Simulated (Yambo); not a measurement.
# SnTe (Fm-3m) in Yambo: notebook, part 2 of 3

Yambo 5.3.0.

## 3. G0W0 quasiparticle levels, PBE (cell squeezed)

g0w00.in

```
gw0
dyson
el_el_corr
rim_cut
HF_and_locXC
ppa
em1d
RandQpts= 1000000
RandGvec= 50 RL
EXXRLvcs= 80 Ry
VXCRLvcs= 80 Ry
Chimod= "HARTREE"
% BndsRnXp
 1 | 115 |
%
NGsBlkXp= 6 Ry
% LongDrXp
 1 | 1 | 1 |
%
PPAPntXp= 27.21138 eV
% GbndRnge
 1 | 115 |
%
GTermKind= "BG"
DysSolver= "n"
ExtendOut
% QPkrange
 1 | 1 | 14 | 17 |
 3 | 3 | 14 | 17 |
%
```

scf.in

```
&CONTROL
  calculation = 'scf'
  prefix = 'pwscf'
  outdir = './tmp'
  pseudo_dir = './pseudo'
/
&SYSTEM
  ibrav = 0
  nat = 2
  ntyp = 2
  ecutwfc = 80
  nbnd = 22
  occupations = 'smearing'
  smearing = 'fd'
  degauss = 0.00367493
  force_symmorphic = .true.
/
&ELECTRONS
  conv_thr = 4d-10
  electron_maxstep = 120
  mixing_beta = 0.5
/
ATOMIC_SPECIES
Te   127.6000 Te.upf
Sn   118.7100 Sn.upf
CELL_PARAMETERS angstrom
   0.0000000000    3.1082657258    3.1082657258
   3.1082657258    0.0000000000    3.1082657258
   3.1082657258    3.1082657258    0.0000000000
ATOMIC_POSITIONS crystal
Te     0.5000000000    0.5000000000    0.5000000000
Sn     0.0000000000    0.0000000000    0.0000000000
K_POINTS automatic
8 8 8 0 0 0
```

nscf.in

```
&CONTROL
  calculation = 'nscf'
  prefix = 'pwscf'
  outdir = './tmp'
  pseudo_dir = './pseudo'
/
&SYSTEM
  ibrav = 0
  nat = 2
  ntyp = 2
  ecutwfc = 80
  nbnd = 115
  occupations = 'fixed'
  force_symmorphic = .true.
/
&ELECTRONS
  conv_thr = 1d-08
  diago_full_acc = .true.
  diago_thr_init = 1d-06
/
ATOMIC_SPECIES
Te   127.6000 Te.upf
Sn   118.7100 Sn.upf
CELL_PARAMETERS angstrom
   0.0000000000    3.1082657258    3.1082657258
   3.1082657258    0.0000000000    3.1082657258
   3.1082657258    3.1082657258    0.0000000000
ATOMIC_POSITIONS crystal
Te     0.5000000000    0.5000000000    0.5000000000
Sn     0.0000000000    0.0000000000    0.0000000000
K_POINTS automatic
4 4 4 0 0 0
```

Potentials or basis: PseudoDojo 0.4.1 SR PBE standard.

The run is started by

```bash
> OMP_NUM_THREADS=1 pw.x -in scf.in > scf.out
> OMP_NUM_THREADS=1 pw.x -in nscf.in > nscf.out
> cd tmp/pwscf.save; p2y; mv SAVE ../..; cd ../..
> OMP_NUM_THREADS=1 yambo
> OMP_NUM_THREADS=1 yambo -F g0w00.in -J g0w00 -C g0w00_out
```

Yambo's report:

```text
[... sections 02.01 to 02.04 as in the set-up run ...]

  [02.05] Energies & Occupations
  ==============================

  [X] === General ===
  [X] Electronic Temperature                        :  0.000000  0.000000 [eV K]
  [X] Bosonic    Temperature                        :  0.000000  0.000000 [eV K]
  [X] Finite Temperature mode                       : no
  [X] El. density                                   :  0.49950E+24 [cm-3]
  [X] Fermi Level                                   :  10.59703 [eV]

  [X] === Gaps and Widths ===
  [X] Conduction Band Min                           :  0.225240 [eV]
  [X] Valence Band Max                              :  0.000000 [eV]
  [X] Filled Bands                                  :  15
  [X] Empty Bands                                   :   16  115
[... 260 lines left out ...]
   QP tot states                                    :   8
   GW solver                                        : Newton
   GW approximation                                 : PPA
   PPA imaginary Energy                             :  27.21138 ev
   RIM G`s                                          :   51
   RIM random pts                                   :  1000000
   dS/dw steps                                      :  2
   dS/dw step                                       :  0.100000 ev
   X G`s                                            :  137 used
   X G`s                                            :  137 disk
   X bands                                          :    1  115
   X poles                                          :  100.0000 o/o
   X e/h E range                                    : -1.000000 -1.000000 ev
   X Hxc Kernel                                     : HARTREE
   X BZ energy Double Grid                          : no
   X Optical Averaged directions                    : none
   Sc/G bands                                       :    1  115
   Sc/G damping                                     :  0.100000 ev
   Sc bands terminator                              : yes
   Sc terminator kind                               : BG
   Sc Terminator pole                               :  40.81708
   Sx RL components                                 :   4957

   QP @ state[ 1 ] K range                          :  1  1
   QP @ state[ 1 ] b range                          :  14  17
   QP @ state[ 2 ] K range                          :  3  3
   QP @ state[ 2 ] b range                          :  14  17
   GF energies kind                                 : Perdew, Burke & Ernzerhof(X)+Perdew, Burke & Ernzerhof(C)
   GF WF`s kind                                     : Perdew, Burke & Ernzerhof(X)+Perdew, Burke & Ernzerhof(C)
   Xs energies kind                                 : Perdew, Burke & Ernzerhof(X)+Perdew, Burke & Ernzerhof(C)
   Xs WF`s kind                                     : Perdew, Burke & Ernzerhof(X)+Perdew, Burke & Ernzerhof(C)
```

r_setup:

```text
[02] CORE Variables Setup
 =========================

  [02.01] Unit cells
  ==================

  Cell kind             :  FCC
  Atoms in the cell     :  Te  Sn
  number of Te atoms    :  1
  number of Sn atoms    :  1

[... 265 lines left out ...]
  =================

   [03.01.01] Sigma indexes
   ========================

   [WR./SAVE//ndb.kindx]-----------------------------------------------------------
    Fragmentation                                    : no
    Polarization last K ( bz)                        :   64
    Polarization last K (ibz)                        :   8
    QP states                                        :   1   8
    X grid is uniform                                : yes
    Grids (string)                                   :  X S
    Grids (int-vector)                               :  1  0  0  1
```

o-g0w00.qp:

```text
# GW solver                                       : Newton
# GW approximation                                : PPA
# PPA imaginary Energy                            :   27.2113800    [ev]
[... 39 lines left out ...]
        3                  16                 0.225240          -0.454559          -0.679799          -12.10122          -10.58283          -2.382019          -2.198183          -7.359264           0.787121          -0.001513          -5.938875           110.8311
        3                  17                 0.315743          -0.327701          -0.643444          -10.21090          -7.987198          -3.039787          -2.867145          -7.302025           0.788426          -0.001534          -9.151112           71.92699
#
```

Wall time 5.2 min (1 thread of Arm Neoverse V1, shared host); peak memory 0.48 GiB.

What came out:

```
Band gap on the k mesh, mean-field level          : 0.23 eV, direct
Quasiparticle gap                                 : 0.13 eV
Least direct quasiparticle gap                    : 0.13 eV
Quasiparticle gap at Γ                            : 6.01 eV
Band gap of the same states before the correction : 0.23 eV
```

Quasiparticle terms (eV):
```tsv
k point	band	Kohn-Sham level	Vxc	Σx	Σc	Z	result
(0.000, 0.000, 0.000)	14	-2.24	-11.64	-14.60	1.71	0.77	-3.21
(0.000, 0.000, 0.000)	15	-2.24	-11.64	-14.60	1.72	0.77	-3.21
(0.000, 0.000, 0.000)	16	3.48	-10.94	-7.40	-4.43	0.77	2.80
(0.000, 0.000, 0.000)	17	3.48	-10.94	-7.40	-4.42	0.77	2.80
(0.000, 0.000, -0.500)	14	-1.90	-11.79	-14.40	1.48	0.78	-2.78
(0.000, 0.000, -0.500)	15	0.00	-10.12	-9.93	-0.92	0.79	-0.58
(0.000, 0.000, -0.500)	16	0.23	-12.10	-10.58	-2.38	0.79	-0.45
(0.000, 0.000, -0.500)	17	0.32	-10.21	-7.99	-3.04	0.79	-0.33
```

Caveat: the k mesh is coarse (spacing up to 0.44 Å⁻¹), so the values aren't converged; the potentials hold a filled d shell without the s and p states of that shell, which can shift GW gaps by tenths of an eV, either way; this version prints the column dSc/dw multiplied by 27.2; the terminator is approximate in this version, by hundredths of an eV; spin-orbit coupling is left out, which moves the levels of the heavy elements. A k mesh can miss the band edges.

## 4. Optical spectrum, PBE (cell squeezed)

optics1.in

```
optics
chi
Chimod= "HARTREE"
% BndsRnXd
 1 | 40 |
%
NGsBlkXd= 3 Ry
% LongDrXd
 1 | 0 | 0 |
%
% QpntsRXd
 1 | 1 |
%
% EnRngeXd
 0 | 20 | eV
%
% DmRngeXd
 0.1 | 0.1 | eV
%
ETStpsXd= 200
```

scf.in is that of step 3.

nscf.in is that of step 3.

Potentials or basis: PseudoDojo 0.4.1 SR PBE standard.

The run is started by

```bash
> OMP_NUM_THREADS=1 pw.x -in scf.in > scf.out
> OMP_NUM_THREADS=1 pw.x -in nscf.in > nscf.out
> cd tmp/pwscf.save; p2y; mv SAVE ../..; cd ../..
> OMP_NUM_THREADS=1 yambo
> OMP_NUM_THREADS=1 yambo -F optics1.in -J optics1 -C optics1_out
```

Yambo's report:

```text
[... sections 02.01 to 02.04 as in the set-up run ...]

  [02.05] Energies & Occupations
  ==============================

  [X] === General ===
  [X] Electronic Temperature                        :  0.000000  0.000000 [eV K]
  [X] Bosonic    Temperature                        :  0.000000  0.000000 [eV K]
  [X] Finite Temperature mode                       : no
  [X] El. density                                   :  0.49950E+24 [cm-3]
  [X] Fermi Level                                   :  10.59703 [eV]

  [X] === Gaps and Widths ===
  [X] Conduction Band Min                           :  0.225240 [eV]
  [X] Valence Band Max                              :  0.000000 [eV]
  [X] Filled Bands                                  :  15
  [X] Empty Bands                                   :   16  115
  [X] Direct Gap                                    :  0.225240 [eV]
  [X] Direct Gap localized at k                     :  3
  [X] Indirect Gap                                  :  0.225240 [eV]
  [X] Indirect Gap between kpts                     :  3  3
  [X] Last valence band width                       :  3.930312 [eV]
  [X] 1st conduction band width                     :  3.258653 [eV]

 [03] Transferred momenta grid and indexing
 ==========================================

 IBZ Q-points                                      :   8
 BZ  Q-points                                      :   64

 K/Q-points units:
 rlu = crystal or reduced units; cc = cartesian coordinates; iku = interal k-units

 Q [1]          [rlu]:  0.000000  0.000000  0.000000
 Q [2]          [rlu]:  0.62738E-17  0.62738E-17  0.25000
 Q [3]          [rlu]: -0.12548E-16 -0.12548E-16 -0.50000
 Q [4]          [rlu]:  0.12252E-17  0.25000      0.25000
 Q [5]          [rlu]: -0.96041E-18  0.25000      0.50000
 Q [6]          [rlu]: -0.12548E-16  0.25000     -0.25000
 Q [7]          [rlu]: -0.24504E-17 -0.50000     -0.50000
 Q [8]          [rlu]:  0.250000 -0.500000 -0.250000

 [04] Dipoles
 ============

  [04.01] Setup: observables and procedures
  =========================================

  [WF-Oscillators/G space/Transverse up loader] Normalization (few states)  min/max  :  0.54340E-17   1.0000

  [WR./optics1//ndb.dipoles]------------------------------------------------------
   Brillouin Zone Q/K grids (IBZ/BZ)                :    8   64    8   64
   RL vectors                                       :   5961 [WF]
   Fragmentation                                    : yes
   Electronic Temperature                           :  0.000000 [K]
   Bosonic    Temperature                           :  0.000000 [K]
   DIP band range                                   :    1   40
   DIP band range limits                            :  15  16
   DIP e/h energy range                             : -1.000000 -1.000000 [eV]
   RL vectors in the sum                            :   5961
   [r,Vnl] included                                 : yes
   Bands ordered                                    : yes
   Direct v evaluation                              : no
   Approach used                                    : G-space v
   Dipoles computed                                 : R V P [G-space]
   Wavefunctions                                    : Perdew, Burke & Ernzerhof(X)+Perdew, Burke & Ernzerhof(C)

  [WARNING] [r,Vnl^pseudo] included in position and velocity dipoles.

  [WARNING] In case H contains other non local terms, these are neglected

 [05] Optics
 ===========

 [X-CG] R(p) Tot o/o(of R):   1701  24000    100
```

Wall time 88 s (1 thread of Arm Neoverse V1, shared host); peak memory 0.33 GiB.

What came out:

* Band gap on the k mesh, mean-field level: 0.23 eV, direct
* Electronic dielectric constant along the field: 135.86
* Electronic dielectric constant along the field, independent particles: 151.52

Dielectric function (along the field direction of the input):
```csv
energy (eV),real part,imaginary part
0.30,-16.32,126.68
1.31,34.80,8.97
2.31,-27.94,32.53
3.32,-0.96,9.07
4.42,-4.80,1.94
5.43,0.98,3.31
6.43,-2.51,1.98
7.54,-2.86,3.05
8.54,-1.14,2.75
9.55,-0.96,0.44
10.65,0.30,0.83
11.66,-0.46,0.38
12.66,0.03,0.34
13.77,0.25,0.50
14.77,0.05,0.34
15.78,0.48,0.16
16.88,0.74,0.26
17.89,0.68,0.21
18.89,0.46,0.33
20.00,0.59,0.19
```

Caveat: the k mesh is coarse (spacing up to 0.44 Å⁻¹), so the values aren't converged; spectra need much finer meshes, so this one isn't converged; these spectra lack excitons; spin-orbit coupling is left out, which moves the levels of the heavy elements.

## 5. Optical spectrum by the Bethe-Salpeter equation, PBE (cell squeezed)

bse2.in

```
optics
bse
bss
rim_cut
em1s
RandQpts= 1000000
RandGvec= 50 RL
Chimod= "HARTREE"
% BndsRnXs
 1 | 40 |
%
NGsBlkXs= 5 Ry
% LongDrXs
 1 | 0 | 0 |
%
BSKmod= "SEX"
BSEmod= "retarded"
BSSmod= "d"
% BSEQptR
 1 | 1 |
%
% BSEBands
 14 | 17 |
%
BSENGexx= 20 Ry
BSENGBlk= 5 Ry
% BEnRange
 0 | 20 | eV
%
% BDmRange
 0.1 | 0.1 | eV
%
BEnSteps= 200
% BLongDir
 1 | 0 | 0 |
%
BSEprop= "abs"
WRbsWF
% KfnQP_E
 -0.1 | 1.0 | 1.0 |
%
```

scf.in is that of step 4.

nscf.in is that of step 4.

Potentials or basis: PseudoDojo 0.4.1 SR PBE standard.

The run is started by

```bash
> OMP_NUM_THREADS=1 pw.x -in scf.in > scf.out
> OMP_NUM_THREADS=1 pw.x -in nscf.in > nscf.out
> cd tmp/pwscf.save; p2y; mv SAVE ../..; cd ../..
> OMP_NUM_THREADS=1 yambo
> mkdir -p bse2; ln -s $PWD/g0w00/ndb.RIM bse2/
> OMP_NUM_THREADS=1 yambo -F bse2.in -J bse2 -C bse2_out
> OMP_NUM_THREADS=1 ypp -J bse2 -C bse2_out -e s -b 1
```

Yambo's report:

```text
[... sections 02.01 to 02.04 as in the set-up run ...]

  [02.05] Energies & Occupations
  ==============================

  [X] === General ===
  [X] Electronic Temperature                        :  0.000000  0.000000 [eV K]
  [X] Bosonic    Temperature                        :  0.000000  0.000000 [eV K]
  [X] Finite Temperature mode                       : no
  [X] El. density                                   :  0.49950E+24 [cm-3]
  [X] Fermi Level                                   :  10.59703 [eV]

  [X] === Gaps and Widths ===
  [X] Conduction Band Min                           :  0.225240 [eV]
  [X] Valence Band Max                              :  0.000000 [eV]
  [X] Filled Bands                                  :  15
  [X] Empty Bands                                   :   16  115
  [X] Direct Gap                                    :  0.225240 [eV]
  [X] Direct Gap localized at k                     :  3
  [X] Indirect Gap                                  :  0.225240 [eV]
  [X] Indirect Gap between kpts                     :  3  3
  [X] Last valence band width                       :  3.930312 [eV]
  [X] 1st conduction band width                     :  3.258653 [eV]

 [03] Transferred momenta grid and indexing
 ==========================================

 [BZ sampling] Q-grid is User defined and/or read from the database

 IBZ Q-points                                      :   8
 BZ  Q-points                                      :   64

[... 254 lines left out ...]
     [RIM] RL components                              :   51 [col]
     [RIM] Random points                              :  1000000 [col]
     [SOC] Perturbative SOC                           : no
     [K] Kernel long-range exchange                   : BAR

    [08.01.05.03] Wave-Function Phases
    ==================================

    [BSE] WF phases found       :  49.08854 [o/o]

   [08.01.06] BSE solver(s) @q1
   ============================

   [08.01.07] Diago Solver @q1
   ===========================

   [WR./bse2//ndb.BS_diago_Q1]-----------------------------------------------------
    BS kernel          energies                      : Perdew, Burke & Ernzerhof(X)+Perdew, Burke & Ernzerhof(C)+ user defined corrections @E
    [K] Identifier                                   :   8287
    [K] Dimension                                    :  256
    [K] Bands                                        :  14  17
    [K] Exchange                                     : yes [res]
    [K] Correlation                                  : yes [res]
    [K] Kernel`s coupling                            : no
    [K] Exchange                                     : no [cpl]
    [K] Correlation                                  : no [cpl]
    [K] W interaction is bare                        : no
    [K] ALDA kernel in R-space                       : no
    [K] RL vectors                                   :   645 [exchange]
    [K] RL vectors                                   :   89 [correlation]
    [K] E/h energy range                             : -1.000000 -1.000000 [eV]
    [K] Coupling range                               :  100.0000  100.0000 [o/o]
    [W] Interaction is diagonal                      : no
    [W] Matrix size                                  :   89
    [W] Bands                                        :    1   40
    [W] e/h energy range                             : -1.000000 -1.000000 [eV]
    [W] Poles                                        :  100.0000 [o/o]
    [W] RL vectors in the sum                        :   5961
    [W] [r,Vnl] included                             : yes
    [W] Field direction                              :  0.100000E-4   0.00000      0.00000
    [W] Coulomb Cutoff                               : none
    [W] Hxc Kernel                                   : HARTREE
    [RIM] RL components                              :   51 [col]
    [RIM] Random points                              :  1000000 [col]
    [SOC] Perturbative SOC                           : no
    [K] Kernel long-range exchange                   : BAR
    [BSS] Eigenstates included                       : yes
    [BSS] Field direction                            :  0.100000E-4   0.00000      0.00000
    [BSS] Eigenstates computed                       :  256
    [BSS] Number of BSE matrices                     :  1
```

Wall time 2.1 min (1 thread of Arm Neoverse V1, shared host); peak memory 0.32 GiB.

Results:

```
Band gap on the k mesh, mean-field level : 0.23 eV, direct
Lowest exciton energy                    : 0.13 eV
Lowest bright exciton energy             : 0.14 eV
```

Dielectric function (along the field direction of the input):
```csv
energy (eV),real part,imaginary part
0.30,-20.35,41.89
0.80,18.16,3.81
1.31,45.89,14.72
1.81,-16.45,45.75
2.31,-12.81,10.26
2.81,-2.14,4.72
3.32,-8.43,10.21
3.82,-6.61,2.04
4.32,-3.84,1.11
4.82,-0.96,0.59
5.33,-0.52,2.30
5.83,1.59,8.98
6.33,-3.90,0.76
6.83,-2.06,0.21
7.34,-1.32,0.11
7.84,-0.87,0.07
8.34,-0.56,0.05
8.84,-0.32,0.04
9.35,-0.10,0.06
9.85,-0.16,0.08
10.35,0.03,0.03
10.85,0.14,0.02
11.36,0.23,0.02
11.86,0.30,0.01
12.36,0.36,0.01
12.86,0.42,0.01
13.37,0.47,0.01
13.87,0.51,0.01
14.37,0.54,0.01
14.87,0.58,0.01
15.38,0.60,0.01
15.88,0.63,0.00
16.38,0.65,0.00
16.88,0.67,0.00
17.39,0.69,0.00
17.89,0.71,0.00
18.39,0.73,0.00
18.89,0.74,0.00
19.40,0.76,0.00
20.00,0.77,0.00
```

Lowest exciton energies (eV): 0.13, 0.14, 0.14, 0.14, 0.21, 0.21, 0.22, 0.23

Excitons:
```
energy (eV)  strength (relative to the strongest)
      0.131                               8.9e-12
      0.145                               1.2e-06
      0.145                                     1
      0.145                               0.00041
      0.212                               1.5e-10
      0.214                               1.5e-09
      0.217                               2.8e-05
      0.227                               9.4e-11
      1.558                                 0.028
      1.558                                  0.53
      1.559                               2.5e-08
      1.564                               6.3e-08
```

Caveat: the k mesh is coarse (spacing up to 0.44 Å⁻¹), so the values aren't converged; the scissor is the correction of the direct gap in an earlier G0W0 run on the same states; exciton energies and binding change strongly with the k mesh and aren't converged on this one; spectra need much finer meshes, so this one isn't converged; spin-orbit coupling is left out, which moves the levels of the heavy elements.

(Part 2 of 3 ends here.)
